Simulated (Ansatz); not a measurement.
System: ZrN (rock salt type), 2 atoms in the cell.

Theory: Ansatz, PBE, all-electron LAPW, point nucleus.

k-mesh 8×8×8 Γ-centred; Fermi–Dirac smearing of 0.1 eV; no spin polarisation.

```
CELL_PARAMETERS angstrom
0.00000 2.30000 2.30000
2.30000 0.00000 2.30000
2.30000 2.30000 0.00000
ATOMIC_POSITIONS crystal
Zr 0.00000 0.00000 0.00000
N 0.50000 0.50000 0.50000
```

Question: Would the cell expand or shrink if it were free to relax?

Answer: The pressure is -0.53 GPa, so at these settings the cell is stretched and would shrink.

The k-mesh is modest, so these values aren't fully converged in k.
